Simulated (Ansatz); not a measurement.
Ansatz 0.2.0, settings compared: HfSi₂

The input file (Ansatz 0.2.0, plane waves):

```yaml
crystal:
  lattice:
    - [3.725126, 0.0, 0.0]
    - [1.862563, -7.390399, 0.0]
    - [0.0, 0.0, -3.693678]
  atoms:
    - { symbol: Si, position: [0.441, 0.118, 0.75] }
    - { symbol: Si, position: [0.559, 0.882, 0.25] }
    - { symbol: Hf, position: [0.106, 0.788, 0.75] }
    - { symbol: Hf, position: [0.894, 0.212, 0.25] }
    - { symbol: Si, position: [0.75, 0.5, 0.75] }
    - { symbol: Si, position: [0.25, 0.5, 0.25] }
  symmetry: { tolerance: 0.0003 }
kpoints:
  mp_grid: { grid: [5, 5, 5], shift: [0, 0, 0] }
magnetization:
  spin_polarized: false
scf:
  occupations: { method: fermi_dirac }
hamiltonian:
  pseudopotentials: { kind: paw }
  xc: pbe
basis:
  ecutwfc: 420
output:
  forces: true
  stress: true
  eigenvalues: true
relax:
  max_steps: 40
  cell: {}
```

Run with:

```bash
ansatz run input.yaml --threads 1 --pin off --max-ram 2560MiB --backend cpu --events-out ev --progress --plain --runs-dir out
```

Origin of the cell: a database entry, scaled a little.

The smearing width isn't typed, so it takes its default of 0.1 eV.

Output of this run (shortened):

```
Pseudopotentials: kind: paw
Pseudopotential: Si, paw, valence charge 4, recommended cutoff 420 eV (normal), Si.paw.azcp
Pseudopotential: Hf, paw, valence charge 26, recommended cutoff 420 eV (normal), Hf.paw.azcp
Functional definition: PBE
  exchange = pbe_x(kappa = kappa, mu = beta*pi^2/3)
  correlation = pbe_c(beta = beta)
Crystal: 6 atoms, lattice volume = 101.688 Å³
Basis set: ecut = 420 eV, 1995 PW (Γ), exchange–correlation on 50×108×50 points (8 copies of the dense FFT grid, shifted against one another)
Bands: 41, of which v1, the nominal top of the filled ones, is band 34 counted from 1 (33 counted from 0)
Symmetry: 8 space group operations
Space group: Cmcm (ITA 63), of the structure as read, at distance tolerance 1.4e-3 Å
k-points: 27 of 125
[… 4 lines left out …]
Initial density: superposition of atomic densities (neutral atoms: chi_scale 0, normalization atom), corrected by the library's trained network
Functional: x = pbe(κ = 0.804, μ = 0.219515), c = pbe(β = 0.066725)
SCF iter   1: F=—  HF=-33989.266270 eV  Δρ=2.61e-3  dr2=2.34e-2
SCF iter   2: F=—  HF=-33989.266619 eV  Δρ=1.57e-3  dr2=1.01e-2
SCF iter   3: F=—  HF=-33989.266243 eV  Δρ=3.21e-4  dr2=3.21e-4
SCF iter   4: F=—  HF=-33989.266032 eV  Δρ=2.69e-4  dr2=1.37e-4
SCF iter   5: F=—  HF=-33989.266002 eV  Δρ=7.76e-5  dr2=1.73e-5
SCF iter   6: F=—  HF=-33989.265954 eV  Δρ=2.96e-5  dr2=1.34e-6
SCF iter   7: F=-33989.265954 eV  HF=-33989.265954 eV  Δρ=6.82e-6  dr2=6.69e-8
relax step   1: F+E_penalty+E_count = -33989.265954 eV  Δ(F+E_penalty+E_count) = +0.000e0 eV  max|allowed force component| = 6.328e-1 eV/Å  Δτ_max = 0.0000 Å  P = -4.015 GPa  Ω = 101.688 Å³ […]
relax step   2: F+E_penalty+E_count = -33989.299000 eV  Δ(F+E_penalty+E_count) = -3.305e-2 eV  max|allowed force component| = 5.012e-1 eV/Å  Δτ_max = 0.0641 Å  P = +3.122 GPa  Ω = 95.693 Å³ […]
relax step   3: F+E_penalty+E_count = -33989.355713 eV  Δ(F+E_penalty+E_count) = -5.671e-2 eV  max|allowed force component| = 2.303e-1 eV/Å  Δτ_max = 0.0469 Å  P = -0.063 GPa  Ω = 98.397 Å³ […]
relax step   4: F+E_penalty+E_count = -33989.360991 eV  Δ(F+E_penalty+E_count) = -5.279e-3 eV  max|allowed force component| = 3.591e-2 eV/Å  Δτ_max = 0.0303 Å  P = -0.070 GPa  Ω = 98.580 Å³ […]
relax step   5: F+E_penalty+E_count = -33989.360596 eV  Δ(F+E_penalty+E_count) = +3.958e-4 eV  max|allowed force component| = 4.841e-2 eV/Å  Δτ_max = 0.0068 Å  P = +0.014 GPa  Ω = 98.491 Å³ […]
relax step   6: F+E_penalty+E_count = -33989.361396 eV  Δ(F+E_penalty+E_count) = -4.050e-4 eV  max|allowed force component| = 4.994e-4 eV/Å  Δτ_max = 0.0048 Å  P = -0.001 GPa  Ω = 98.506 Å³ […]
relax step   7: F+E_penalty+E_count = -33989.360804 eV  Δ(F+E_penalty+E_count) = +5.926e-4 eV  max|allowed force component| = 4.585e-4 eV/Å  Δτ_max = 0.0000 Å  P = -0.008 GPa  Ω = 98.506 Å³  stress off target by 1.63e-2 GPa […]
SCF 7 converged in 6 iterations: F = -33989.360804 eV  dr2 = 1.21e-12
basis re-selected at this cell: Δ(F+E_penalty+E_count) = +5.926e-4 eV, ΔP = -0.007 GPa vs the last step (what re-selecting the basis moved, of the pressure what is left beyond the Pulay corre […]
SCF converged after 6 iterations
Free energy (F): -33989.360804 eV
Harris-Foulkes:  -33989.360804 eV  (|F-HF|=2.91e-11)
Internal energy: -33989.310005 eV  (E = F + TS)
E sigma→0 (E₀):  -33989.335405 eV
Entropy (-TS):   -0.050798 eV (-8.466 meV/atom)
Fermi energy:    15.411002 eV
--- Per-component energies (eV) ---
  E_band       = -24.163092
  E_kinetic    = 1015.995619
  E_local      = -13148.845664  (includes V_loc(G=0)·N_el)
  E_nonlocal   = -2386.655426
  E_hartree    = 6190.949912
  E_xc         = -825.380644
  E_vxc        = -725.971713  (∫ρ·V_xc dr)
  E_paw        = -15904.638312  (= ΣΔE_a)
  E_vpaw       = 2839.414238  (= ΣTr[D̂ρ^β])
  E_aug_tail   = 0.000023  (compensation charges beyond the density's cutoff)
  E_ewald      = -8930.735512
  E_smearing   = -0.050798  (= −TS)
  Σ components = -33989.360804   (vs F -33989.360804, Δ=0.00e0)
--- Forces (eV/Å), atoms counted from 1 ---
  atom   1  Si    -0.000000    -0.000458    -0.000000
  atom   2  Si     0.000000     0.000458     0.000000
  atom   3  Hf     0.000000    -0.000096    -0.000000
  atom   4  Hf    -0.000000     0.000096     0.000000
  atom   5  Si    -0.000000     0.000309    -0.000000
  atom   6  Si     0.000000    -0.000309     0.000000
  max |Σ_I F_I| component: 0.0 eV/Å
--- Stress (GPa, compression-positive) ---
        0.007224       0.000000       0.000000
        0.000000      -0.013596      -0.000000
        0.000000      -0.000000      -0.016259
  P = ⅓ Tr σ = -0.0075 GPa (-0.075 kbar)
--- Relaxed structure (6 steps of the walk, 5 accepted, 1 SCFs on fresh bases) ---
  F+E_penalty+E_count = -33989.360804 eV   max|allowed force component| = 4.585e-4 eV/Å   (the final SCF, on the basis selected at the relaxed cell)
  cell:  # Å, volume = 98.5057 Å³
    - [3.708374, 0.0, 0.0]
    - [1.854187, -7.283083, 0.0]
    - [0.0, 0.0, -3.647225]
  atoms:
    - { symbol: Si, position: [0.445560, 0.108879, 0.750000] }
    - { symbol: Si, position: [0.554440, 0.891121, 0.250000] }
    - { symbol: Hf, position: [0.105016, 0.789968, 0.750000] }
    - { symbol: Hf, position: [0.894984, 0.210032, 0.250000] }
    - { symbol: Si, position: [0.749539, 0.500922, 0.750000] }
    - { symbol: Si, position: [0.250461, 0.499078, 0.250000] }
```

The same input was run again with these changes:

1. `crystal.symmetry` { tolerance: 0.0003 } → { detect: false }
2. `scf.algorithm` default → density_mixing; `scf.initial_density.chi_scale` default → 0.0
3. `scf.mixing.preconditioner` default → resta
4. `accuracy` default → medium

```csv
run,end,SCF iterations,volume (Å³/atom),max force component (eV/Å),moment (μB),ΔE(σ→0) (meV/atom)
base,converged,47,16.42,0.000,–,0
1,converged,48,16.42,0.001,–,0.00
2,converged,49,16.42,0.000,–,0.00
3,converged,49,16.42,0.000,–,0.00
4,converged,47,16.42,0.000,–,0.00
```

Energies are compared only where functional, datasets, charge and starting cell are the same.

Caveats of the base run: no moments, though an odd count or open d shells may carry them; no spin-orbit coupling, though heavy elements are present; the k mesh is coarse if the cell is a metal; the relaxation held the start's symmetry, so the end may be a saddle point.

Run 1: the displaced walk ended near the symmetry of the start; the program displaced the start to leave a saddle point.

Time of the base run: 55 s on 1 thread of Arm Neoverse V2, on a shared host, peak memory 0.4 GiB, from the program's own first density.
